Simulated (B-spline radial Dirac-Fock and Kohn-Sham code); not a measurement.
## K-line shifts caused by a second vacancy in Xe⁶⁺

System: the Xe⁶⁺ ion, configuration [Kr] 4d10 5s2.

Input of the calculation (task.json; shells as n, l, electrons):

```json
{"items": [{
  "Z": 54,
  "q": 6,
  "cfg": [[1, 0, 2], [2, 0, 2], [2, 1, 6], [3, 0, 2], [3, 1, 6], [3, 2, 10], [4, 0, 2], [4, 1, 6], [4, 2, 10], [5, 0, 2]],
  "A": 132,
  "rrms": 4.7859,
  "do": ["binding", "quiet", "double"]
}]}
```

Launch: `python xray_run.py task.json out`

These are calculated numbers from a radial finite-basis atomic code; the model is relaxed Dirac-Fock hole states (ΔSCF) with Breit and QED corrections and a finite nucleus. Each two-hole energy is an average over J within one jj subconfiguration, not an observable level; in light atoms, where LS coupling holds, the j-resolved values are not observed lines, and for a K spectator the Kα1 hypersatellite is nearly forbidden. Correlation and solid-state effects are left out.

Lines without a spectator: Kα2 (K-L2) 29457.1 eV, Kα1 (K-L3) 29777.6 eV, Kβ3 (K-M2) 33560.3 eV, Kβ1 (K-M3) 33622.6 eV. Shifts in eV with one spectator hole (a dash: not computed, or left out as unreliable):

| spectator hole | Kα2 | Kα1 | Kβ3 | Kβ1 |
| --- | --- | --- | --- | --- |
| L2 (2p1/2) | +71.9 | +91.6 | – | +190.9 |
| L3 (2p3/2) | +67.6 | +68.7 | +165.1 | – |
| M2 (3p1/2) | – | +11.34 | +25.04 | +30.2 |
| M3 (3p3/2) | +7.98 | – | +24.96 | +24.50 |
| M4 (3d3/2) | +1.77 | -1.14 | – | – |
| M5 (3d5/2) | -1.78 | +0.47 | – | – |

Task: Where does the K-L3 hypersatellite lie, emitted when both K electrons are missing?

Result: +659.3 eV from the normal line, at 30436.8 eV. Removing both K electrons costs 70187.8 eV, which is 895.1 eV more than twice the K binding energy.

With n spectator holes in 2p, averaged over the 2p shell (energies in eV):

```tsv
n	KαLⁿ	step	hypersatellite KαʰLⁿ
0	29670.7	–	30322.0
1	29745.5	+74.8	30398.3
2	29821.6	+76.1	30476.0
3	29899.0	+77.4	30555.0
4	29977.8	+78.8	30635.3
5	30058.0	+80.1	30717.0
```
